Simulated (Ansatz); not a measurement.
CsCl (CsCl type)

```xyz
2
Lattice="4.1403 0.0000 0.0000 0.0000 4.1403 0.0000 0.0000 0.0000 4.1403" Properties=species:S:1:pos:R:3 pbc="T T T"
Cs     0.0000     0.0000     0.0000
Cl     2.0702     2.0702     2.0702
```

In each cell atom 1 (Cs, nearest neighbour Cl at 3.586 Å; its periodic images, 4.1 Å or more away, move with it) moves by s·(1.000, 0.000, 0.000) (along Cartesian x), the rest being held.

All values below come from r2SCAN (plane waves to 500 eV, PAW, scalar-relativistic; Ansatz, a first-principles code). k mesh 7×7×7 (Γ-centred), Fermi-Dirac smearing 0.05 eV. Energies are smeared free energies. Stress and pressure are positive under compression. F∥ is the force on the atom along that direction. CsCl was relaxed with its symmetry unable to fall. The zero of ΔE is the undisplaced structure.

```csv
s (Å),ΔE (meV/cell),F∥ (eV/Å),P (GPa)
-1.080,586,1.079,5.88
-0.864,372,0.889,3.92
-0.648,205,0.657,2.27
-0.432,89,0.420,1.03
-0.216,22,0.202,0.26
0.000,0,0.000,0.00
0.216,22,-0.202,0.26
0.432,89,-0.420,1.03
0.648,205,-0.657,2.27
0.864,372,-0.889,3.92
1.080,586,-1.079,5.88
```

Key numbers:

```
Item                                                                                                                                                          Result
-----------------------------------------------------------------  -------------------------------------------------------------------------------------------------
Energy at s = 1.080 Å                                                                                                                                   586 meV/cell
Force along the line at s = -1.080 Å                                                                                                                       1.08 eV/Å
Symmetry of the curve                                                                                                                  even: the same for both signs
Shape of the curve                                                                                    a single well with its minimum at or next to zero displacement
Force constant k = d²E/ds² at s = 0 (finite differences)                                                                                                  0.93 eV/Å²
Harmonic estimate at the end of the scan                           ½ks² = 540 meV/cell against the computed 586 meV/cell, so the well is stiffer than harmonic there
Zone-centre optical wavenumber from k (transverse: no LO-TO term)                                                                                            95 cm⁻¹
```

(A displaced cell: forces are minus the slopes of the energy, force constants its curvatures, and phonons follow from these.)
